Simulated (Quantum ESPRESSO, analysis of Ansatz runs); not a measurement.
# Migration in Al2O3 (R-3c): V_O hop (2.6 Å), charge +2 (Quantum ESPRESSO)

Aim: the barrier of one jump in Al2O3 (R-3c) at charge +2: V_O hop (2.6 Å). The model is a cell of 80 host atoms with 1 O taken out; O is the atom that moves.

Method: Quantum ESPRESSO plane-wave DFT, PBEsol, GBRV 1.5 PBEsol potentials; nudged elastic band between two relaxed defect structures at fixed charge in a uniform background, in Quantum ESPRESSO 7.5.

Report form: the programs' logs are mostly left out.

### Step 1. The structure

The cell holds 79 atoms: 32 Al and 47 O. Its edges and angles: a = 10.279 Å, b = 10.279 Å, c = 10.279 Å, α = 55.4°, β = 55.4°, γ = 55.4°. It derives from Al2O3 (space group R-3c). Nearest the centre at fractional (0.750, 0.250, 0.500): O57 at 1.29 Å, Al41 at 1.37 Å, Al53 at 1.41 Å, O64 at 2.28 Å, O79 at 2.30 Å, O46 at 2.50 Å, O56 at 2.51 Å, Al42 at 2.78 Å. The cell carries charge +2.

The cell's shortest repeat is 9.6 Å.

### Step 2. Relaxation of the start point, charge +2

A barrier is counted from a minimum, so both ends are relaxed first. Small random displacements break the symmetry of the ideal sites, so that the defect can distort if it gains by it. The charge of +2 is set by the electron count, and a uniform background keeps the cell neutral.

Contents of pw.in:

```
&CONTROL
  calculation = 'relax'
  prefix = 'pwscf'
  outdir = './tmp'
  pseudo_dir = './pseudo'
  tprnfor = .true.
  disk_io = 'low'
  nstep = 70
  forc_conv_thr = 0.0012
  etot_conv_thr = 0.0001
/
&SYSTEM
  ibrav = 0
  nat = 79
  ntyp = 2
  ecutwfc = 36
  ecutrho = 288
  nbnd = 192
  occupations = 'fixed'
  tot_charge = 2
  nosym = .true.
/
&ELECTRONS
  conv_thr = 8d-08
  electron_maxstep = 100
  mixing_beta = 0.5
/
&IONS
  ion_dynamics = 'bfgs'
/
ATOMIC_SPECIES
Al    26.9815 al_pbesol_v1.uspp.F.UPF
O     15.9990 o_pbesol_v1.2.uspp.F.UPF
CELL_PARAMETERS angstrom
   4.7750098535    2.7568532772    8.6755440955
  -4.7750098535    2.7568532772    8.6755440955
   0.0000000000   -5.5137065544    8.6755440955
ATOMIC_POSITIONS crystal
Al     0.3239534166    0.3239534166    0.3239534166
Al     0.4226627867    0.4266359628    0.4264060309
Al     0.0739534167    0.0739534167    0.0739534167
Al     0.1752979240    0.1797923569    0.1744723187
O      0.2205901812    0.0257353301    0.3785665208
O      0.4720739709    0.1250000000    0.2779260291
O      0.0243823279    0.3755130827    0.2229416041
O      0.3750000000    0.2220739709    0.0279260291
[... 67 atom lines left out ...]
O      0.5279260291    0.8750000000    0.7220739709
O      0.8750000000    0.7220739709    0.5279260291
O      0.6250000000    0.7779260291    0.9720739709
O      0.7797853999    0.9690646554    0.6273248287
K_POINTS gamma
```

Command:

```sh
$ OMP_NUM_THREADS=1 mpirun -n 8 pw.x -in pw.in > pw.out
```

Elapsed: 2.3 min, on 8 MPI ranks of Arm Neoverse V1, shared host; peak memory 1.2 GiB; 18 min of CPU time.

Step by step:

```csv
step,energy less that of the first step (eV)
0,0.0000
1,-1.9881
2,-2.6088
3,-2.7882
4,-2.8952
5,-2.9365
6,-2.9720
7,-2.9863
8,-2.9949
9,-2.9997
10,-3.0025
11,-3.0039
12,-3.0046
```

The atoms that moved most (Å):

```csv
atom,dx,dy,dz,length
Al41,0.099,0.245,0.157,0.307
Al2,-0.226,0.024,-0.130,0.261
Al53,0.098,-0.104,0.102,0.176
Al52,0.053,-0.107,-0.105,0.158
O7,0.090,0.058,0.088,0.139
O79,-0.120,0.060,0.005,0.134
O56,0.045,0.082,-0.079,0.123
O25,-0.080,-0.043,-0.069,0.114
```

Neighbours of O57 at the end:

| atom | distance (Å) |
| --- | --- |
| Al53 | 1.850 |
| Al13 | 1.920 |
| Al41 | 1.944 |
| Al42 | 2.045 |
| O64 | 2.466 |
| O7 | 2.572 |
| O79 | 2.637 |
| O9 | 2.674 |
| O46 | 2.679 |

This step gave:

```
highest filled level                                                                              : 7.391 eV
lowest empty level                                                                                : 10.98 eV
r.m.s. move of the farther half of the atoms                                                      : 0.03727 Å
largest move from the ideal geometry of this structure, a common shift of the far atoms taken out : 0.2908 Å
```

The relaxation gained 3.005 eV and ended with a largest force component of 0.022 eV/Å.

### Step 3. Relaxation of the end point, charge +2

The end point is relaxed in the same cell and settings, so that the two energies compare. Atoms more than 3.2 Å from the middle of the hop start where the first relaxation left them, the nearer ones on or close to their ideal places, with small random displacements.

Contents of pw.in:

```
&CONTROL
  calculation = 'relax'
  prefix = 'pwscf'
  outdir = './tmp'
  pseudo_dir = './pseudo'
  tprnfor = .true.
  disk_io = 'low'
  nstep = 70
  forc_conv_thr = 0.0012
  etot_conv_thr = 0.0001
/
&SYSTEM
  ibrav = 0
  nat = 79
  ntyp = 2
  ecutwfc = 36
  ecutrho = 288
  nbnd = 192
  occupations = 'fixed'
  tot_charge = 2
  nosym = .true.
/
&ELECTRONS
  conv_thr = 8d-08
  electron_maxstep = 100
  mixing_beta = 0.5
/
&IONS
  ion_dynamics = 'bfgs'
/
ATOMIC_SPECIES
Al    26.9815 al_pbesol_v1.uspp.F.UPF
O     15.9990 o_pbesol_v1.2.uspp.F.UPF
CELL_PARAMETERS angstrom
   4.7750098535    2.7568532772    8.6755440955
  -4.7750098535    2.7568532772    8.6755440955
   0.0000000000   -5.5137065544    8.6755440955
ATOMIC_POSITIONS crystal
Al     0.3221184349    0.3220066832    0.3204896544
Al     0.4259733911    0.4270710336    0.4249870479
[... 4 atom lines left out ...]
O      0.0277631419    0.3761689413    0.2211907468
[... 8 atom lines left out ...]
O      0.4721281340    0.1255123090    0.7784718521
[... 24 atom lines left out ...]
Al     0.8241765743    0.3245478700    0.3227086603
Al     0.9269774140    0.4264569004    0.4250422522
[... 3 atom lines left out ...]
O      0.9715206267    0.1252227381    0.2789891806
[... 5 atom lines left out ...]
Al     0.5731585351    0.0737408281    0.5738895459
Al     0.6753804152    0.1772030851    0.6754233795
[... 2 atom lines left out ...]
O      0.5282021634    0.3759836773    0.7210314487
O      0.6241183967    0.2786615972    0.4727571696
[... 6 atom lines left out ...]
O      0.7216837521    0.5269503382    0.3758866150
[... 7 atom lines left out ...]
Al     0.5742483563    0.5747680052    0.5727566139
[... 6 atom lines left out ...]
O      0.7773467125    0.9727575148    0.6241679416
K_POINTS gamma
```

Elapsed: 2.4 min, on 8 MPI ranks; peak memory 1.5 GiB.

Relaxation path:

```
step  energy less that of the first step (eV)
   0                                   0.0000
   1                                  -2.1024
   2                                  -2.8066
   3                                  -2.9970
   4                                  -3.1187
   5                                  -3.1594
   6                                  -3.1970
   7                                  -3.2148
   8                                  -3.2236
   9                                  -3.2292
  10                                  -3.2319
  11                                  -3.2332
  12                                  -3.2340
```

The atoms that moved most (Å):

```
atom      dx      dy      dz  length
Al53  -0.097  -0.220  -0.147   0.282
Al13   0.234  -0.012   0.149   0.277
Al42  -0.059   0.120   0.123   0.182
Al41  -0.081   0.105  -0.118   0.177
 O16  -0.071  -0.044  -0.076   0.113
  O7  -0.001  -0.110   0.015   0.111
Al11  -0.071  -0.081   0.003   0.108
 Al4  -0.065  -0.079   0.004   0.102
```

Neighbours of O57 at the end:

```csv
atom,distance (Å)
Al41,1.851
Al2,1.920
Al53,1.944
Al52,2.044
O79,2.466
O16,2.572
O64,2.637
O18,2.675
O56,2.679
```

Numbers from this step:

| Item | Value |
| --- | --- |
| highest filled level | 7.391 eV |
| lowest empty level | 10.98 eV |
| r.m.s. move of the farther half of the atoms | 0.03519 Å |
| largest move from the ideal geometry of this structure, a common shift of the far atoms taken out | 0.2899 Å |

The relaxation gained 3.234 eV and ended with a largest force component of 0.025 eV/Å. The end lies within 1 meV of the start.

### Step 4. Nudged elastic band, charge +2

3 movable images are laid between the ends by interpolation. Each image feels the true force across the path and a spring force along it. The highest image is set to climb to the top of the path.

This step: Quantum ESPRESSO plane-wave DFT, PBEsol, GBRV 1.5 PBEsol potentials; nudged elastic band between two relaxed defect structures at fixed charge in a uniform background.

Contents of neb.in:

```
BEGIN
BEGIN_PATH_INPUT
&PATH
  restart_mode = 'from_scratch'
  string_method = 'neb'
  nstep_path = 45
  ds = 1.5
  opt_scheme = 'broyden'
  num_of_images = 5
  k_max = 0.3
  k_min = 0.2
  CI_scheme = 'auto'
  path_thr = 0.06
/
END_PATH_INPUT
BEGIN_ENGINE_INPUT
&CONTROL
  prefix = 'pwscf'
  outdir = './tmp'
  pseudo_dir = './pseudo'
  disk_io = 'low'
/
&SYSTEM
  ibrav = 0
  nat = 79
  ntyp = 2
  ecutwfc = 36
  ecutrho = 288
  nbnd = 192
  occupations = 'fixed'
  tot_charge = 2
  nosym = .true.
/
&ELECTRONS
  conv_thr = 8d-08
  electron_maxstep = 100
  mixing_beta = 0.5
/
ATOMIC_SPECIES
Al    26.9815 al_pbesol_v1.uspp.F.UPF
O     15.9990 o_pbesol_v1.2.uspp.F.UPF
CELL_PARAMETERS angstrom
   4.7750098535    2.7568532772    8.6755440955
  -4.7750098535    2.7568532772    8.6755440955
   0.0000000000   -5.5137065544    8.6755440955
BEGIN_POSITIONS
FIRST_IMAGE
ATOMIC_POSITIONS crystal
Al     0.3210871307    0.3216192863    0.3215559006
Al     0.3955126206    0.4467535364    0.4184999197
Al     0.0737829063    0.0748349269    0.0730374252
Al     0.1864058527    0.1723723177    0.1710915968
O      0.2219916069    0.0282746971    0.3751616569
O      0.4713921591    0.1243253525    0.2803201685
O      0.0407065532    0.3730202628    0.2193011958
O      0.3811538192    0.2205394019    0.0229911430
O      0.1245635344    0.2759666370    0.4744891815
O      0.2792656482    0.4728165009    0.1239769251
Al     0.3245372288    0.3260769355    0.8193468930
Al     0.4265917007    0.4248766050    0.9267178896
Al     0.0741232124    0.0725044341    0.5745526481
Al     0.1749666648    0.1759121257    0.6779477140
O      0.2238687175    0.0282238212    0.8746496708
O      0.4781829001    0.1302036636    0.7649801943
O      0.0271699078    0.3753174632    0.7221448337
O      0.3790563561    0.2256715647    0.5269664654
O      0.1270615861    0.2780069256    0.9708222043
O      0.2783279238    0.4736165806    0.6212515057
Al     0.3224344232    0.8244489347    0.3262948244
Al     0.4253914085    0.9242563292    0.4285763985
Al     0.0770691876    0.5754342467    0.0704142079
Al     0.1721141926    0.6799846991    0.1750086291
O      0.2084319566    0.5311109663    0.3774858527
O      0.4701946570    0.6232603676    0.2807132168
O      0.0245080914    0.8778957788    0.2235785835
O      0.3729740528    0.7212328093    0.0313773261
O      0.1222055307    0.7795633129    0.4724522313
O      0.2785788210    0.9723415435    0.1252562368
Al     0.3233667597    0.8208327031    0.8254410435
Al     0.4240556940    0.9242103533    0.9295581220
Al     0.0628055297    0.5793201565    0.5780954872
Al     0.1754266855    0.6774076555    0.6755847609
O      0.2247412884    0.5268778187    0.8724987419
O      0.4721266977    0.6220180229    0.7779469492
O      0.0252888315    0.8758017435    0.7222407744
O      0.3742936954    0.7216424839    0.5285573590
O      0.1245658115    0.7780639891    0.9723801721
O      0.2786756809    0.9723827807    0.6260195606
Al     0.8536749601    0.3319343592    0.3036642134
Al     0.9280505746    0.4289555215    0.4288352560
Al     0.5739226267    0.0719056735    0.0800014889
Al     0.6756804789    0.1776522290    0.1772769926
O      0.7168146914    0.0377592126    0.3784108329
O      0.9709511669    0.1291511228    0.2767480087
O      0.5269449614    0.3761188657    0.2287451447
O      0.8749184464    0.2219082924    0.0287890876
O      0.7789910393    0.4697395619    0.1271696420
Al     0.8237198604    0.3219822593    0.8262209221
Al     0.9268104192    0.4241265899    0.9259884584
Al     0.5669247039    0.0557735022    0.5849339726
Al     0.6822694675    0.1654838403    0.6946658383
O      0.7229382784    0.0210205402    0.8845024127
O      0.9703703422    0.1245156052    0.7780515284
O      0.5324347775    0.3720142984    0.7127062673
O      0.8700698255    0.2234909479    0.5247396435
O      0.6242766097    0.2779048020    0.9737897403
O      0.7777825210    0.4702111647    0.6261186249
Al     0.8225803075    0.8237668845    0.3255942638
Al     0.9247270885    0.9310387937    0.4243741639
Al     0.5743250253    0.5744659786    0.0726345072
Al     0.6748277694    0.6778031646    0.1760705254
O      0.7222419298    0.5217086715    0.3743512697
O      0.9698747681    0.6265179040    0.2776416188
O      0.5273851534    0.8738169473    0.2241815486
O      0.8761719404    0.7191064678    0.0291950574
O      0.6248533773    0.7767383622    0.4726186231
O      0.7770521816    0.9725482656    0.1284283569
Al     0.8251325186    0.8208480434    0.8262963233
Al     0.9257420573    0.9250544539    0.9296190563
Al     0.5735180085    0.5731803730    0.5728251560
Al     0.6752248538    0.6705313792    0.6785666970
O      0.7217983417    0.5263354619    0.8766248538
O      0.9706884148    0.6251501179    0.7780970627
O      0.5261691167    0.8660060572    0.7294474989
O      0.8680463546    0.7274652531    0.5299339368
O      0.6245751093    0.7780013020    0.9724754409
O      0.7710477889    0.9854420658    0.6202219457
INTERMEDIATE_IMAGE
ATOMIC_POSITIONS crystal
Al     0.3214988460    0.3220918745    0.3222166360
Al     0.4027902136    0.4416629745    0.4207796896
[... 77 atom lines left out ...]
INTERMEDIATE_IMAGE
ATOMIC_POSITIONS crystal
Al     0.3220435358    0.3225468411    0.3228147371
Al     0.4096147497    0.4368863082    0.4229142580
[... 77 atom lines left out ...]
INTERMEDIATE_IMAGE
ATOMIC_POSITIONS crystal
Al     0.3225155453    0.3230006078    0.3234198799
Al     0.4164444923    0.4321112568    0.4250443301
[... 77 atom lines left out ...]
LAST_IMAGE
ATOMIC_POSITIONS crystal
Al     0.3229268022    0.3234914324    0.3240414022
Al     0.4237605583    0.4269785369    0.4273292894
[... 4 atom lines left out ...]
O      0.0197308185    0.3693614808    0.2368033449
[... 8 atom lines left out ...]
O      0.4573045385    0.1265033276    0.7825745240
[... 24 atom lines left out ...]
Al     0.8156417353    0.3340140172    0.3072147687
Al     0.9309228450    0.4437770681    0.4169770941
[... 3 atom lines left out ...]
O      0.9655877735    0.1273950170    0.2893829092
[... 5 atom lines left out ...]
Al     0.5698559007    0.0706613432    0.5730048399
Al     0.6443779078    0.1675694032    0.6981366173
[... 2 atom lines left out ...]
O      0.5270988781    0.3703101869    0.7250609041
O      0.6278451033    0.2759591317    0.4771035580
[... 3 atom lines left out ...]
Al     0.9245132478    0.9261943213    0.4292155370
[... 2 atom lines left out ...]
O      0.7268861743    0.5140194002    0.3817212136
[... 14 atom lines left out ...]
O      0.7758002868    0.9778506041    0.6275123547
END_POSITIONS
K_POINTS gamma
END_ENGINE_INPUT
END
```

Command:

```sh
$ OMP_NUM_THREADS=1 mpirun -n 8 neb.x -ni 2 -inp neb.in > neb.out
```

Elapsed: 11 min, on 8 MPI ranks; peak memory 2 GiB.

Images along the path:

```csv
image,path (Å),energy (eV),"O57: x, y, z (Å)"
0,0.000,0.0000,"3.087, 0.122, 14.040"
1,0.793,1.1846,"2.735, 0.049, 13.511"
2,1.447,1.9341,"2.384, -0.008, 13.011"
3,2.101,1.1832,"2.032, -0.066, 12.510"
4,2.895,0.0000,"1.680, -0.139, 11.980"
```

This step gave:

```
barrier forward  : 1.934 eV
barrier backward : 1.934 eV
end less start   : 2.50e-5 eV
hop length       : 2.508 Å
```

The band met its tolerance of 0.06 eV/Å after 14 iterations, with image 2 on top (the start counts as 0). O57, which moves farthest between the ends, has 4 Al at 1.85 to 2.05 Å nearest at the start and 2 Al at 1.67 Å at the top.

### Step 5. Outcome

| Quantity | Value |
| --- | --- |
| barrier forward | 1.93 eV |
| barrier backward | 1.93 eV |
| end less start | 0.00 eV |
| hop length | 2.51 Å |
| band iterations, as the log counts them | 14 |

**Reading.** The top of the band lies 1.93 eV above the start and 1.93 eV above the end, which are alike in energy and neighbours. With an assumed prefactor of 1e13 per second it gives one hop a second along this one path at about 750 K; whether such hops link up through the crystal wasn't checked. At the top O57 stands 1.67 Å from its nearest Al, 0.18 Å closer than at the start. The order of the top as a saddle was not checked for all atoms, so a bent path could be lower. No image-charge correction is applied; it largely cancels along a path if the charge stays localised alike. Keep in mind: sampling at the zone centre alone can move energies of charged and open-shell states by tenths of an eV or more in cells of this size. The cutoff of 36 Ry is under the 40 Ry advised for these potentials.

[Logs are printed without paths, hosts, clocks, repeated set-up lines and the standing remarks that a program may print on its own settings, such as how far it seeks lower states.]

[Hosts, paths, dates, database ids (printed as entryN), source tags and the programs' standing remarks are cut or masked in the printed files.]
